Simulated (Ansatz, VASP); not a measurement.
**Two plane-wave programs on FePt (Tetraferroplatinum)**

```
Pt Fe
1.0
     2.72350    0.00000    0.00000
     0.00000    2.72350    0.00000
     0.00000    0.00000    3.72000
Pt Fe
1 1
Direct
  0.50000 0.50000 0.50000
  0.00000 0.00000 0.00000
```

Alike in both runs: task single point; functional PBE; k mesh 10 × 10 × 7; occupations fermi-dirac, width 0.05 eV; collinear spin, ferromagnetic start.

|  | VASP | Ansatz |
| --- | --- | --- |
| version | VASP 6.6.1 | Ansatz 0.2.0 |
| potentials or method | VASP PAW PBE potentials, release 64 (Pt, Fe) | Ansatz PAW |
| plane-wave cutoff (eV) | 520 | 420 |
| valence electrons in the cell | 18 | 34 |

Ansatz gave:

* gap on the k mesh at the Fermi level (eV): none
* pressure (GPa): 3.4
* largest component of the traceless stress (GPa): 0.31
* net moment per atom (μB): 1.64
* size of the moment on the site where the two differ most (μB): 0.39

What did VASP give for the same quantities?

gap on the k mesh at the Fermi level (eV): none; pressure (GPa): 3.0; largest component of the traceless stress (GPa): 0.37; net moment per atom (μB): 1.64; size of the moment on the site where the two differ most (μB): 0.34.

Site moments also hang on the region over which each program counts them. A gap of «none» marks a metal or a gap that the smearing closes. The two sets of potentials don't hold the same shells in valence.

Spin-orbit coupling is left out, which matters for the levels of Pt.
